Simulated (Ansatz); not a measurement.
# CO2: field gradients as cell or settings change, part 1 of 2

More tests of how the quadrupolar parameters of CO2 respond to changes of cell, atoms or settings. The cell is a computed entry of the Materials Project. Its positions were relaxed in an earlier run. Planned: atom 11 (O) moved by 0.15 Å; atom 7 (O) moved by 0.15 Å.

Method: DFT, r2SCAN, plane-wave PAW, default files, scalar-relativistic, in Ansatz 0.2.0.

### Step 1. The system as given

The structure is orthorhombic, space group Pbcn (No. 60). The conventional cell has a = 4.785 Å, b = 6.316 Å, c = 5.679 Å, α = 90.00°, β = 90.00°, γ = 90.00°. Around C (site symmetry 2) lie 2 O at 1.16 Å. Around O (site symmetry 1) lie 1 C at 1.16 Å.

Structure file:

```cif
data_structure
_symmetry_space_group_name_H-M 'P 1'
_symmetry_Int_Tables_number 1
_cell_length_a 4.7845
_cell_length_b 6.3155
_cell_length_c 5.6789
_cell_angle_alpha 90.000
_cell_angle_beta 90.000
_cell_angle_gamma 90.000
_cell_volume 171.60
loop_
_atom_site_label
_atom_site_type_symbol
_atom_site_fract_x
_atom_site_fract_y
_atom_site_fract_z
_atom_site_occupancy
C1 C 0.50000 0.85374 0.75000 1
C2 C 0.00000 0.35374 0.75000 1
C3 C 0.00000 0.64626 0.25000 1
C4 C 0.50000 0.14626 0.25000 1
O1 O 0.70142 0.14557 0.13625 1
O2 O 0.29858 0.14557 0.36375 1
O3 O 0.79858 0.64557 0.13625 1
O4 O 0.20142 0.35443 0.86375 1
O5 O 0.20142 0.64557 0.36375 1
O6 O 0.79858 0.35443 0.63625 1
O7 O 0.70142 0.85443 0.63625 1
O8 O 0.29858 0.85443 0.86375 1
```

The earlier run gave: gap on the mesh 7.36 eV, largest force 0.008 eV/Å, pressure 0.4 GPa.

Site by site (atoms counted from 1):

```tsv
site	atoms	first shell	V_zz (10²¹ V/m²)	η	C_Q (MHz)
C	1, 2, 3, 4	2 O at 1.16 Å, angle 180°	-3.58	0.01	–
O	5, 6, 7, 8, …	1 C at 1.16 Å	7.32	0.03	-4.53 (¹⁷O)
```

V_zz is the principal component of the electric field gradient with the largest magnitude, η = (V_xx − V_yy)/V_zz and C_Q = eQV_zz/h. Q values from Pyykkö, Mol. Phys. 116, 1328 (2018). A dash under C_Q marks elements without a common quadrupolar isotope.

### Step 2. Atom 11 (O) moved by 0.15 Å

Input file input.yaml:

```yaml
crystal:
  lattice:
    - [4.78454533, 0.0, 0.0]
    - [0.0, 6.31553964, 0.0]
    - [0.0, 0.0, 5.67889084]
  atoms:
    - { symbol: C, position: [0.5, 0.8537385453, 0.75] }
    - { symbol: C, position: [0.0, 0.3537385453, 0.75] }
    - { symbol: C, position: [0.0, 0.6462614547, 0.25] }
    - { symbol: C, position: [0.5, 0.1462614547, 0.25] }
    - { symbol: O, position: [0.701416957, 0.1455655134, 0.1362541725] }
    - { symbol: O, position: [0.298583043, 0.1455655134, 0.3637458275] }
    - { symbol: O, position: [0.798583043, 0.6455655134, 0.1362541725] }
    - { symbol: O, position: [0.201416957, 0.3544344866, 0.8637458275] }
    - { symbol: O, position: [0.201416957, 0.6455655134, 0.3637458275] }
    - { symbol: O, position: [0.798583043, 0.3544344866, 0.6362541725] }
    - { symbol: O, position: [0.6721351778, 0.8556537015, 0.6456045899] }
    - { symbol: O, position: [0.298583043, 0.8544344866, 0.8637458275] }
kpoints:
  mp_grid: { grid: [5, 4, 4] }
scf:
  occupations: { method: fermi_dirac, width: 0.02 }
hamiltonian:
  xc: r2scan
  pseudopotentials: { kind: paw }
output:
  forces: true
  stress: true
  populations: true
  efg: { quadrupole_moments_barn: { O: -0.02558 }, contact_densities: true }
```

Command:

```sh
ansatz run input.yaml --threads 1 --pin off --max-ram 3072MiB --backend cpu --events-out ev --progress --plain --runs-dir out
```

What it wrote:

```text
Warning: RAYON_NUM_THREADS=1 ignored (pool sized by the plan → 1); use --threads N
Engine: ansatz 0.2.0, aarch64-unknown-linux-gnu
Pseudopotentials: kind: paw
Pseudopotential: C, paw, valence charge 4, recommended cutoff 500 eV (meta_gga), C.paw.azcp
Pseudopotential: O, paw, valence charge 6, recommended cutoff 500 eV (meta_gga), O.paw.azcp
Functional definition: r2SCAN
  parameter k0 = 0.174
  parameter k1 = 0.065
  parameter a1 = 4.9479
  exchange = r2scan_x(k0 = k0, k1 = k1, a1 = a1)
  correlation = r2scan_c
Crystal: 12 atoms, lattice volume = 171.599 Å³
Basis set: ecut = 500 eV, 4427 PW (Γ), exchange–correlation on 144×192×180 points (64 copies of the dense FFT grid, shifted against one another)
Bands: 44, of which v1, the nominal top of the filled ones, is band 32 counted from 1 (31 counted from 0)
Symmetry: 1 space group operations
Space group: P1 (ITA 1), of the structure as read, at distance tolerance 5.6e-5 Å
k-points: 42 of 80 (time reversal used)
Non-local potential: C, projectors of the file, l = 0: 2, l = 1: 2, l = 2: 1
Non-local potential: O, projectors of the file, l = 0: 2, l = 1: 2, l = 2: 1
PAW form: soft (Blöchl's): semilocal exchange-correlation on the pseudo side does not see the compensation charge
PAW frozen core: C, regenerated for the run's functional (the file was generated under x = pbe(κ = 0.804, μ = 0.2195149727645171), c = pbe(β = 0.06672455060314922))
PAW frozen core: O, regenerated for the run's functional (the file was generated under x = pbe(κ = 0.804, μ = 0.2195149727645171), c = pbe(β = 0.06672455060314922))
PAW one-centre angular grid: C, 302 points (default); XC on 239 of its mesh's 2573 points in the sphere
PAW one-centre angular grid: O, 302 points (default); XC on 160 Gauss nodes
Initial density: superposition of atomic densities (neutral atoms: chi_scale 0, normalization atom), corrected by the library's trained network
Initial wavefunctions: pseudopotential atomic-orbital guess
Functional: x = r2scan, c = r2scan; τ floored in thin density (d = 2e-4 eV/Å³)
SCF iter   1: F=—  HF=-5549.212381 eV  |F-HF|=—  |Δ(HF+E_count)|=         —  Δρ=1.05e-2  dr2=1.62e-1  dr2_τ=2.43e0  ethr=1.77e-3  ⟨swp⟩=6.5  Hψ=8339  notcnv=0  defer=3
preconditioner: auto → Resta (q_TF=auto, 2.315 Å⁻¹)  ε∞=2.6  [insulator: Δε(μ)=7.467 eV  Ē_g=17.667 eV  σ=0.020 eV  W_gap=1.00  n_scr=34 (ndim 8)  ℏωp=22.7 eV  f_vac=0.181  D(μ)=0.00/eV (n_scr^D=0)  ε∞_Penn≈2.6]
SCF iter   2: F=—  HF=-5549.266579 eV  |F-HF|=—  |Δ(HF+E_count)|=   5.42e-2  Δρ=4.94e-3  dr2=1.49e-2  dr2_τ=7.38e-3  ethr=2.53e-4  ⟨swp⟩=2.0  Hψ=3831  notcnv=0  defer=201
SCF iter   3: F=—  HF=-5549.259310 eV  |F-HF|=—  |Δ(HF+E_count)|=   7.27e-3  Δρ=1.76e-3  dr2=2.73e-3  dr2_τ=4.41e-4  ethr=2.33e-5  ⟨swp⟩=2.3  Hψ=3145  notcnv=0  defer=201
SCF iter   4: F=—  HF=-5549.258022 eV  |F-HF|=—  |Δ(HF+E_count)|=   1.29e-3  Δρ=3.97e-4  dr2=1.60e-4  dr2_τ=2.49e-5  ethr=4.27e-6  ⟨swp⟩=2.2  Hψ=3084  notcnv=0  defer=201
SCF iter   5: F=—  HF=-5549.258080 eV  |F-HF|=—  |Δ(HF+E_count)|=   5.80e-5  Δρ=2.02e-4  dr2=5.82e-5  dr2_τ=8.94e-6  ethr=2.50e-7  ⟨swp⟩=2.0  Hψ=2991  notcnv=0  defer=201
SCF iter   6: F=—  HF=-5549.258166 eV  |F-HF|=—  |Δ(HF+E_count)|=   8.66e-5  Δρ=5.50e-5  dr2=4.88e-6  dr2_τ=6.85e-7  ethr=9.10e-8  ⟨swp⟩=2.0  Hψ=2943  notcnv=0  defer=201
SCF iter   7: F=—  HF=-5549.258168 eV  |F-HF|=—  |Δ(HF+E_count)|=   1.95e-6  Δρ=2.92e-5  dr2=1.19e-6  dr2_τ=1.78e-7  ethr=7.63e-9  ⟨swp⟩=2.0  Hψ=2871  notcnv=0  defer=201
SCF iter   8: F=-5549.258169 eV  HF=-5549.258169 eV  |F-HF|=4.58e-8  |Δ(HF+E_count)|=   2.51e-7  Δρ=6.38e-6  dr2=5.46e-8  dr2_τ=1.28e-8  ethr=1.56e-10  ⟨swp⟩=9.3  Hψ=9204  notcnv=0
SCF 1 converged in 8 iterations: F = -5549.258169 eV  dr2 = 5.46e-8
SCF converged after 8 iterations
Free energy (F): -5549.258169 eV
Harris-Foulkes:  -5549.258169 eV  (|F-HF|=4.58e-8)
Internal energy: -5549.258169 eV  (E = F + TS)
E sigma→0 (E₀):  -5549.258169 eV
Fermi energy:    1.474524 eV
--- Per-component energies (eV) ---
  E_band       = -647.116906
  E_kinetic    = 1759.051687
  E_local      = -4849.226227  (includes V_loc(G=0)·N_el)
  E_nonlocal   = 500.064953
  E_hartree    = 1644.298946
  E_xc         = -759.222354
  E_vxc        = -1091.851526  (∫ρ·V_xc dr)
  E_paw        = -1688.621444  (= ΣΔE_a)
  E_vpaw       = -329.421751  (= ΣTr[D̂ρ^β])
  E_aug_tail   = 0.008180  (compensation charges beyond the density's cutoff)
  E_vtau       = 75.654879  (kinetic-family band-sum trace: ∫τ·v_τ [+ j·A + Jᵃ·Aᵃ] dr)
  E_ewald      = -2155.257286
  E_core_change = -0.354622  (= ΣΔE_core)
  E_smearing   = -0.000000  (= −TS)
  E_closure    = -0.000000  (closes the sum)
  Σ components = -5549.258169   (vs F -5549.258169, Δ=0.00e0)
--- Forces (eV/Å), atoms counted from 1 ---
  atom   1  C    -18.83568112    -0.20254189    13.22961181
  atom   2  C      0.15708145    -0.00500526     0.10068996
  atom   3  C      0.08343316     0.02108158    -0.05351322
  atom   4  C     -0.04500291    -0.00166963    -0.07589508
  atom   5  O      0.02072389    -0.00086253     0.01036844
  atom   6  O      0.01115151    -0.00307069     0.02391144
  atom   7  O     -0.03236318     0.00327341     0.00653828
  atom   8  O     -0.05832466     0.00322440    -0.03936420
  atom   9  O     -0.02531256    -0.00268457     0.03168738
  atom  10  O     -0.07398970     0.00563800    -0.04570189
  atom  11  O     19.99858485     0.20939392   -14.16535077
  atom  12  O     -1.20043813    -0.02675995     0.97713299
  max |Σ_I F_I| component: 1.37e-4 eV/Å
--- Stress (GPa, compression-positive) ---
       16.809799       0.178734     -11.749053
        0.178735       0.257550      -0.200696
      -11.749044      -0.200696       8.787344
  P = ⅓ Tr σ = 8.6182 GPa (86.182 kbar)
--- PAW observables at the nuclei: V_zz in 10²¹ V/m², potentials from the cell's mean, atoms counted from 1 ---
  atom   1  C  V_zz =    -4.022594   η = 0.0084   by run symmetry: allowed
            electrostatic potential = -405.530710 V   contact ρ = 868.533976 e/Å³
  atom   2  C  V_zz =    -3.576712   η = 0.0064   by run symmetry: allowed
            electrostatic potential = -404.091691 V   contact ρ = 867.047827 e/Å³
  atom   3  C  V_zz =    -3.577840   η = 0.0053   by run symmetry: allowed
            electrostatic potential = -404.097962 V   contact ρ = 867.045541 e/Å³
  atom   4  C  V_zz =    -3.577065   η = 0.0052   by run symmetry: allowed
            electrostatic potential = -404.100823 V   contact ρ = 867.047775 e/Å³
  atom   5  O  V_zz =    +7.325600   η = 0.0409   by run symmetry: allowed   C_q = -4.5310 MHz
            electrostatic potential = -613.849306 V   contact ρ = 2154.403104 e/Å³
  atom   6  O  V_zz =    +7.323815   η = 0.0345   by run symmetry: allowed   C_q = -4.5299 MHz
            electrostatic potential = -613.846314 V   contact ρ = 2154.398917 e/Å³
  atom   7  O  V_zz =    +7.313548   η = 0.0317   by run symmetry: allowed   C_q = -4.5236 MHz
            electrostatic potential = -613.844010 V   contact ρ = 2154.404098 e/Å³
  atom   8  O  V_zz =    +7.300248   η = 0.0237   by run symmetry: allowed   C_q = -4.5154 MHz
            electrostatic potential = -613.856474 V   contact ρ = 2154.463975 e/Å³
  atom   9  O  V_zz =    +7.329868   η = 0.0384   by run symmetry: allowed   C_q = -4.5337 MHz
            electrostatic potential = -613.845220 V   contact ρ = 2154.389357 e/Å³
  atom  10  O  V_zz =    +7.332499   η = 0.0476   by run symmetry: allowed   C_q = -4.5353 MHz
            electrostatic potential = -613.818684 V   contact ρ = 2154.350753 e/Å³
  atom  11  O  V_zz =    -1.667990   η = 0.0723   by run symmetry: allowed   C_q = +1.0317 MHz
            electrostatic potential = -614.199201 V   contact ρ = 2153.078862 e/Å³
  atom  12  O  V_zz =    +9.353534   η = 0.0200   by run symmetry: allowed   C_q = -5.7854 MHz
            electrostatic potential = -614.692110 V   contact ρ = 2153.452684 e/Å³
--- Band table (eV; the first three rows and the last of 42) ---
  k-point 0: bands = ["-26.0550", "-24.1514", "-23.9898", "-23.9488", "-22.9660", "-22.9418", "-22.9024", "-22.7553", "-8.1654", "-8.1108", "-7.9225", "-7.8654", "-7.7323", "-7.5843", "-7.0908", "-6.8400", "-6.7152", "-6.6461", "-6.4987", "-6.4742", "-6.2155", "-6.0941", "-6.0604", "-5.8342", "-3.2430", "-3.1423", "-3.0641", "-2.9826", "-2.6269", "-2.4530", "-2.3625", "-2.2540", "5.1640", "6.4290", "6.5037", "6.6862", "6.8381", "7.0267", "7.3473", "8.0978", "8.6313", "8.9876", "9.1577", "9.6622"]
  k-point 1: bands = ["-26.0543", "-24.1247", "-23.9896", "-23.9798", "-22.9645", "-22.9406", "-22.9034", "-22.7537", "-8.1992", "-8.1150", "-7.9881", "-7.8384", "-7.7515", "-7.5575", "-7.1594", "-6.7659", "-6.7028", "-6.6164", "-6.4372", "-6.3503", "-6.1923", "-6.1243", "-6.0483", "-5.9772", "-3.1628", "-3.1210", "-3.0453", "-2.9983", "-2.7138", "-2.5399", "-2.3441", "-2.2438", "5.5540", "6.4656", "6.5122", "6.5659", "6.8106", "7.0970", "7.3934", "8.1765", "8.2974", "8.6315", "9.0499", "9.5761"]
  k-point 2: bands = ["-26.0536", "-24.0695", "-24.0400", "-23.9889", "-22.9633", "-22.9390", "-22.9047", "-22.7523", "-8.2099", "-8.1007", "-8.0563", "-7.8687", "-7.8013", "-7.5352", "-7.0313", "-6.7630", "-6.6913", "-6.5879", "-6.4018", "-6.3142", "-6.2251", "-6.1565", "-6.0643", "-5.9867", "-3.1490", "-3.0577", "-2.9544", "-2.9271", "-2.8802", "-2.6820", "-2.3257", "-2.2387", "6.3922", "6.4279", "6.5056", "6.6332", "6.7099", "7.0649", "7.1606", "7.3395", "8.4831", "8.6389", "8.9993", "9.5225"]
  k-point 41: bands = ["-26.0508", "-24.0698", "-24.0073", "-23.9666", "-22.9681", "-22.9534", "-22.9472", "-22.7610", "-8.0879", "-8.0130", "-7.9347", "-7.7922", "-7.7197", "-7.5195", "-7.1362", "-6.9466", "-6.7697", "-6.6793", "-6.6236", "-6.4466", "-6.3603", "-6.1869", "-6.1471", "-6.0190", "-2.8875", "-2.8505", "-2.7417", "-2.6980", "-2.6717", "-2.5732", "-2.5076", "-2.3796", "6.3260", "6.4782", "6.6014", "6.7282", "6.9099", "6.9907", "7.1325", "8.0125", "8.3072", "8.4532", "9.0228", "9.4284"]
--- Löwdin populations: 12 sites ---
  site symbol       q [e]
     0      C      3.1501
     1      C      3.1870
     2      C      3.1859
     3      C      3.1872
     4      O      6.2937
     5      O      6.2939
     6      O      6.2941
     7      O      6.2889
     8      O      6.2938
     9      O      6.2979
    10      O      6.2054
    11      O      6.3795
  spilling = 0.014729 (of n_electrons = 64.000000)
```

Wall time 79 s (1 thread of Arm Neoverse V2, shared host); peak memory 0.75 GiB.

The run ends with gap on the mesh 7.40 eV, largest force 24.508 eV/Å, pressure 8.6 GPa.

What changed since step 1 (V_zz in 10²¹ V/m²):

```
site    atoms  V_zz, r2SCAN relaxed  V_zz, moved  η, r2SCAN relaxed  η, moved
   C        1                 -3.58        -4.02               0.01      0.01
   C  2, 3, 4                 -3.58        -3.58               0.01      0.01
   O     5, 9                  7.32         7.33               0.03      0.04
   O        6                  7.32         7.32               0.03      0.03
   O        7                  7.32         7.31               0.03      0.03
   O        8                  7.32         7.30               0.03      0.02
   O       10                  7.32         7.33               0.03      0.05
   O       11                  7.32        -1.67               0.03      0.07
   O       12                  7.32         9.35               0.03      0.02
```

The sizes of the gradients above 0.15 moved by 0.2 % in the median, 77 % at the site that moves most (small gradients counted from 0.15; O, 7.32 to -1.67), with a change of sign at O.

(Continued in part 2 of 2.)
